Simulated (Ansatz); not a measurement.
This script for a projected density of states of InAs, space group Fm-3m with Ansatz 0.2.0, Python API holds a mistake.

Input file `inas.cif`:
```cif
data_InAs
_cell_length_a 4.069122
_cell_length_b 4.069122
_cell_length_c 4.069122
_cell_angle_alpha 60.00000
_cell_angle_beta 60.00000
_cell_angle_gamma 60.00000
_symmetry_space_group_name_H-M 'P 1'
_symmetry_Int_Tables_number 1
loop_
_symmetry_equiv_pos_as_xyz
'x, y, z'
loop_
_atom_site_label
_atom_site_type_symbol
_atom_site_fract_x
_atom_site_fract_y
_atom_site_fract_z
In1 In    0.500000    0.500000    0.500000
As2 As    0.000000    0.000000    0.000000
```

Script `inas_pdos.py`:
```python
"""Which atoms and shells make the states of InAs."""

import warnings

import ansatz as az
from ase.io import read
import matplotlib.pyplot as plt
import numpy as np

warnings.simplefilter("ignore", az.DeckWarning)

atoms = read("inas.cif")
structure = az.Crystal.from_ase(atoms)

job = (
    structure.calculation()
    .scf(max_iterations=80)
    .functional("r2SCAN", dispersion="d3bjatm")
    .kpoints(5)
    .basis(630, xc_grid=3)
    .occupations("Fixed")
    .scf(extra_bands=10)
    .density_of_states(projected=True, energy_step=0.05)
)
result = job.run()
data = result.report

dos = result.density_of_states()
energy = np.asarray(dos.energies_ev) - dos.fermi_ev
curves = {}
for site in result.projected_density_of_states().sites:
    for shell in site.shells:
        weight = sum(np.sum(curve.g_bin_mean_per_ev, axis=0) for curve in shell.curves)
        name = f"{site.species} {shell.label}"
        curves[name] = curves.get(name, 0) + weight

window = (energy > -6) & (energy < 4)
fig, ax = plt.subplots(figsize=(5.5, 3.5))
for name, g in curves.items():
    if g[window].max() > 0.05:
        ax.plot(energy[window], g[window], label=name, lw=1)
        print(f"{name:8s} peak {g[window].max():7.3f} states/eV at {energy[window][g[window].argmax()]:6.2f} eV")
ax.set(xlabel="E - E_F (eV)", ylabel="states/eV")
ax.legend(fontsize=7)
fig.tight_layout()
fig.savefig("pdos.png", dpi=100)
```

Running `python inas_pdos.py` prints:
```text
RunWarning: iter 1: σ=0 fill of 14 bands saw a band overlap (occupied 9.9148 eV > unoccupied 7.5065 eV) — on an unconverged iterate often a transient of an unconverged empty band; one that stands at the close is told there (band_overlap_at_count); if the run [...]
RunWarning: a fill by count may have filled part of one level: at k-index 7 the highest filled band, 7.556090 eV, and the lowest empty band, 7.556090 eV, stand 3.553e-15 eV apart, within the solve's uncertainty, 3.162e-4 eV. If they are one level, whatever [...]
RunWarning: the bands overlap at the fill by count (14 filled at each k-point of a channel): the highest filled level, 10.060911 eV at k-index 6, stands 2.5048 eV over the lowest empty one, 7.556090 eV at k-index 7, so that a fill of the lowest levels lies [...]
In 5S    peak   0.685 states/eV at  -5.49 eV
In 5P    peak   0.495 states/eV at   3.96 eV
As 4S    peak   0.143 states/eV at  -5.49 eV
As 4P    peak   1.139 states/eV at  -0.59 eV
```
(Warnings from the package without file and line, shortened.)

The script ran to its end, but the result can't be trusted. Why?

The fault: fixed occupations, though the bands overlap at this level of theory. The change:

The script, `inas_pdos.py`:
```python
"""Which atoms and shells make the states of InAs."""

import warnings

import ansatz as az
from ase.io import read
import matplotlib.pyplot as plt
import numpy as np

warnings.simplefilter("ignore", az.DeckWarning)

atoms = read("inas.cif")
structure = az.Crystal.from_ase(atoms)

job = (
    structure.calculation()
    .scf(max_iterations=80)
    .functional("r2SCAN", dispersion="d3bjatm")
    .kpoints(5)
    .basis(630, xc_grid=3)
    .occupations("fermi_dirac", width=0.05)
    .scf(extra_bands=10)
    .density_of_states(projected=True, energy_step=0.05)
)
result = job.run()
data = result.report

dos = result.density_of_states()
energy = np.asarray(dos.energies_ev) - dos.fermi_ev
curves = {}
for site in result.projected_density_of_states().sites:
    for shell in site.shells:
        weight = sum(np.sum(curve.g_bin_mean_per_ev, axis=0) for curve in shell.curves)
        name = f"{site.species} {shell.label}"
        curves[name] = curves.get(name, 0) + weight

window = (energy > -6) & (energy < 4)
fig, ax = plt.subplots(figsize=(5.5, 3.5))
for name, g in curves.items():
    if g[window].max() > 0.05:
        ax.plot(energy[window], g[window], label=name, lw=1)
        print(f"{name:8s} peak {g[window].max():7.3f} states/eV at {energy[window][g[window].argmax()]:6.2f} eV")
ax.set(xlabel="E - E_F (eV)", ylabel="states/eV")
ax.legend(fontsize=7)
fig.tight_layout()
fig.savefig("pdos.png", dpi=100)
```

The mended script runs so:

Output of `python inas_pdos.py`:
```text
In 5S    peak   0.675 states/eV at  -5.26 eV
In 5P    peak   0.464 states/eV at   1.54 eV
As 4S    peak   0.142 states/eV at  -5.21 eV
As 4P    peak   1.159 states/eV at  -0.36 eV
```

Reading the output:
- The settings weren't tested for convergence.
- Dispersion corrections can be off by several per cent in the lattices of metals, and by several GPa in the pressure at a fixed cell.
- The mesh is modest for a metal, so energies can be off by several to tens of meV an atom and pressures by half a GPa or more; differences at equal mesh fare better.
- Peaks are the largest values inside the energy window taken; deeper bands lie outside it.
- This is a high-temperature or high-pressure form, not the ambient phase.
- This cell is a computed structure, which may not be the phase found in nature.
- Curves are summed over the cell's atoms. Only shells that the potentials hold have channels, so projections don't add up to the total, least of all where a shell is missing (p of most metals); heights and places of peaks move with the mesh.
- The density of states is complete only as far up as bands were computed.
- Timing: 4.6 s on 1 thread of Arm Neoverse V1, with other jobs on the host, peak memory 0.51 GiB.

(Lines on the test bed's own set-up are left out of the output.)
